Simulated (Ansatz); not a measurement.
SnO:

```
Sn O
1.0
     3.81370    0.00000    0.00000
     0.00000    3.81370    0.00000
     0.00000    0.00000    4.88691
Sn O
2 2
Direct
  0.50000 0.00000 0.76463
  0.00000 0.50000 0.23537
  0.00000 0.00000 0.00000
  0.50000 0.50000 0.00000
```

The cell is a database's computed one.

Base run:

| Property | Result |
| --- | --- |
| Program | Ansatz 0.2.0 |
| Functional | PBE |
| Potentials or basis | all-electron LAPW, scalar-relativistic |
| Cutoff | 318 eV (chosen from the basis error) |
| Basis error allowed | 0.002 eV/atom |
| k mesh | 7 × 7 × 6 |
| Occupations | fermi-dirac, width 0.05 eV |
| Spin | no spin polarisation |

Its results: band gap on the k mesh 0.37 eV, indirect (least direct gap 2.08 eV); pressure 3.6 GPa; largest force 0.367 eV/Å.

Problem. The run is repeated on the same cell with these changes: functional from PBE to LDA. What comes out?

Solution. Band gap on the k mesh 0.46 eV, indirect (least direct gap 2.01 eV); pressure -3.3 GPa; largest force 0.236 eV/Å.

LDA binds more tightly than PBE, so the same cell stands under less pressure.

Caveats: spin-orbit coupling is left out, which moves the levels of the heavy elements; the mesh misses the band edges, which the band path finds closer together.
